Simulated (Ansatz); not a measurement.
ZrN: a run of Ansatz with trial settings.

```yaml
crystal:
  lattice:
    - [0.0, 2.2942655869, 2.2942655869]
    - [2.2942655869, 0.0, 2.2942655869]
    - [2.2942655869, 2.2942655869, 0.0]
  atoms:
    - { symbol: Zr, position: [0.5, 0.5, 0.5] }
    - { symbol: "N", position: [0.0, 0.0, 0.0] }
basis:
  ecutwfc: 420
kpoints:
  mp_grid: { kspacing: 0.38 }
  band_path: { path: [[0, 0, 0], [0.5, 0, 0], [0.5, 0.5, 0.5]], npoints: 8 }
hamiltonian:
  xc: pbe
  hubbard:
    sites: [{ species: Zr, l: d, u_eff: 2.7 }]
    projectors: ortho-atomic
scf:
  occupations: { method: fermi_dirac, width: "600 K" }
output:
  forces: true
  stress: true
  eigenvalues: true
```

Command:

```bash
ansatz run input.yaml --threads 1 --pin off --max-ram 1331MiB --backend cpu --events-out ev --progress --plain --runs-dir out
```

Output, shortened (HF is the Harris–Foulkes energy, dr2 the density residual in eV):

```text
Pseudopotential: Zr, paw, valence charge 12, recommended cutoff 420 eV (normal)
Pseudopotential: N, paw, valence charge 5, recommended cutoff 420 eV (normal)
Crystal: 2 atoms, lattice volume = 24.152 Å³
Basis set: ecut = 420 eV, 459 PW (Γ), exchange–correlation on 48×48×48 points (8 copies of the dense FFT grid, shifted against one another)
Bands: 13, of which v1, the nominal top of the filled ones, is band 9 counted from 1 (8 counted from 0)
Symmetry: 48 space group operations
Space group: Fm-3m (ITA 225), of the structure as read, at distance tolerance 2.9e-5 Å
k-points: 20 of 343
Initial density: superposition of atomic densities
SCF iter   1: HF=-4568.713255 eV  Δρ=6.04e-2  dr2=1.23e0
SCF iter   2: HF=-4568.707874 eV  Δρ=6.58e-2  dr2=9.19e-1
SCF iter   3: HF=-4568.524690 eV  Δρ=1.59e-2  dr2=2.73e-2
SCF iter   4: HF=-4568.549472 eV  Δρ=1.24e-3  dr2=4.27e-4
SCF iter   5: HF=-4568.549451 eV  Δρ=7.54e-4  dr2=8.76e-5
SCF iter   6: HF=-4568.549427 eV  Δρ=1.41e-4  dr2=2.02e-6
SCF iter   7: F=-4568.549426 eV  HF=-4568.549426 eV  Δρ=9.95e-6  dr2=7.91e-9
the search or the solves at the SCF's close seem to have found levels that the self-consistency loop had missed (the run counts 1). By its estimate they hold under 1e-12 electrons; where the run keeps them, the occupations were computed again with them
SCF 1 converged in 7 iterations: F = -4568.549426 eV  dr2 = 7.91e-9
SCF converged after 7 iterations
Free energy (F): -4568.549426 eV
E sigma→0 (E₀):  -4568.545591 eV
Entropy (-TS):   -0.007671 eV (-3.835 meV/atom)
Fermi energy:    18.271616 eV
--- Forces (eV/Å), atoms counted from 1 ---
  atom   1  Zr     0.00000000     0.00000000    -0.00000000
  atom   2  N     -0.00000000     0.00000000    -0.00000000
--- Stress (GPa, compression-positive) ---
        4.555067       0.000000       0.000000
        0.000000       4.555067       0.000000
       -0.000000      -0.000000       4.555067
  P = ⅓ Tr σ = 4.5551 GPa (45.551 kbar)
```

Settings here are deliberately varied, not converged. Under a U the state reached may not be the lowest.